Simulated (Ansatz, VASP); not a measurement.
# One calculation of TiO2, two programs

```
Ti O
1.0
     0.00000    4.20115    4.20115
     4.20115    0.00000    4.20115
     4.20115    4.20115    0.00000
Ti O
2 4
Direct
  0.25000 0.25000 0.25000
  0.00000 0.00000 0.00000
  0.12500 0.12500 0.12500
  0.12500 0.12500 0.62500
  0.12500 0.62500 0.12500
  0.62500 0.12500 0.12500
```

Alike in both runs: functional PBE; k mesh 4 × 4 × 4; occupations gaussian, width 0.1 eV; collinear spin.

Ansatz relaxed the structure, and its values are those at the end. VASP's run is a single point on that final structure, the one shown.

```csv
,VASP,Ansatz
version,VASP 6.6.1,Ansatz 0.2.0
potentials or method,"VASP PAW PBE potentials, release 64 (Ti_sv, O)","scalar-relativistic, plane waves, PAW"
plane-wave cutoff (eV),520,420
valence electrons in the cell,48,48
```

|  | VASP | Ansatz | Ansatz less VASP |
| --- | --- | --- | --- |
| gap on the k mesh at the Fermi level (eV) | 3.23 | 3.26 | +0.026 |
| least direct gap on the mesh (eV) | 3.24 | 3.26 | +0.026 |
| pressure (GPa) | 0.0 | -0.3 | -0.31 |
| net moment per atom (μB) | 0.00 | 0.00 | 0.000 |

The functional is the same, so the differences come from potentials, cutoffs and numerics. Ansatz warned: «seeded_moment_not_kept».

A k mesh can miss the band edges.
